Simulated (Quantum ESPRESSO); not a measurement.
P:

```
P
1.0
     1.64774   -5.46504    0.00000
     1.64774    5.46504    0.00000
     0.00000    0.00000    4.54364
P
4
Direct
  0.90414 0.09586 0.58882
  0.09586 0.90414 0.41118
  0.59586 0.40414 0.08882
  0.40414 0.59586 0.91118
```

Base run:

```yaml
Program: Quantum ESPRESSO 7.5
Functional: PBEsol
Potentials_or_basis: GBRV 1.5 PBEsol
Cutoff: 612 eV
Density_cutoff: 4898 eV
k_mesh: 8 × 8 × 6
Occupations: fermi-dirac, width 0.05 eV
Spin: no spin polarisation
```

Its results: band gap on the k mesh 0.01 eV, direct; pressure -0.6 GPa; largest force 0.296 eV/Å.

**Question.** The run is repeated on the same cell with these changes: functional from PBEsol to r2SCAN; potentials or basis from GBRV 1.5 PBEsol to SG15 PBE 1.2; cutoff from 612 eV to 599 eV; density cutoff from 4898 eV to 2395 eV. What comes out?

**Answer.** Band gap on the k mesh 0.21 eV, direct; pressure 1.1 GPa; largest force 0.226 eV/Å.

Caveats: the potentials were made for another functional, which shifts forces and pressure (some runs).
